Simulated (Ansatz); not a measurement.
SnO2, space group Pnnm, cell relaxations under several functionals

With Ansatz 0.2.0, Python API.

Run as a notebook:

**Cell 1**
```python
import ansatz as az
from ase import Atoms
import numpy as np
```

**Cell 2**
```python
def edges_and_angles(cell):
    cell = np.asarray(cell)
    a, b, c = np.linalg.norm(cell, axis=1)
    cosines = cell[1] @ cell[2] / (b * c), cell[0] @ cell[2] / (a * c), cell[0] @ cell[1] / (a * b)
    return (a, b, c, *np.degrees(np.arccos(cosines)))
```

**Cell 3**
```python
atoms = Atoms(
    ["Sn", "Sn", "O", "O", "O", "O"],
    scaled_positions=[
        (0.5, 0.5, 0.5),
        (0.0, 0.0, 0.0),
        (0.291855, 0.321042, 0.0),
        (0.791855, 0.178958, 0.5),
        (0.208145, 0.821042, 0.5),
        (0.708145, 0.678958, 0.0),
    ],
    cell=[
        (4.788004, 0.0, 0.0),
        (0.0, 4.866582, 0.0),
        (0.0, 0.0, 3.240898),
    ],
    pbc=True,
)
cell = az.Crystal.from_ase(atoms)
```

**Cell 4**
```python
len(cell.resolved().sites)
```
Output:
```text
6
```

**Cell 5**
```python
job = cell.calculation().kpoints(mesh=(6, 4, 6)).occupations("fixed").relax(cell=True, force_tolerance=0.05)
```

**Cell 6**
```python
levels = [("lda", "none"), ("r2scan", "d4"), ("pbesol", "none"), ("r2scan", "none")]
print("level            a       b       c    alpha   beta  gamma  V/atom  steps")
for name, dispersion in levels:
    seen = []
    run = job.functional(name, dispersion=dispersion).session().plan()
    res = run.execute(on_event=lambda e: seen.append(e) if e["event"] == "relax_step" else None)
    cell = res.lattice.cell_ang
    label = name if dispersion == "none" else f"{name}+{dispersion}"
    print("{:13s} {:7.4f} {:7.4f} {:7.4f} {:6.2f} {:6.2f} {:6.2f}".format(label, *edges_and_angles(cell)), f"{abs(np.linalg.det(cell)) / len(res.lattice.sites):7.3f} {len(seen):5d}")
```
Output:
```text
level            a       b       c    alpha   beta  gamma  V/atom  steps
DeckWarning: basis.ecutwfc = 420 eV, auto-derived from the records' recommended cutoffs: set by Sn (normal level)
lda            4.7212  4.7236  3.1904  90.00  90.00  90.00  11.858     9
DeckWarning: basis.ecutwfc = 500 eV, auto-derived from the records' recommended cutoffs: set by Sn (their level for a meta-GGA)
r2scan+d4      4.7476  4.7482  3.1970  90.00  90.00  90.00  12.011     6
pbesol         4.7685  4.7701  3.2119  90.00  90.00  90.00  12.176     9
r2scan         4.7593  4.7599  3.2008  90.00  90.00  90.00  12.085     6
```

From smallest to largest: LDA (11.86 Å³ an atom, -5.8 % against the start), r2SCAN+D4 (12.01 Å³ an atom, -4.6 % against the start), r2SCAN (12.08 Å³ an atom, -4.0 % against the start) and PBEsol (12.18 Å³ an atom, -3.3 % against the start). The spread is 2.7 % in volume.

Notes:
- The cell relaxed to the group P4_2/mnm; tensors and edges are in the axes of the typed cell.
- The structure comes from a database of computed cells and needn't be a stable or known phase.
- Warnings are shown shortened and without file and line.
- The whole script took 3.8 min on 1 thread of Arm Neoverse V2, with other jobs on the host, peak memory 0.65 GiB.
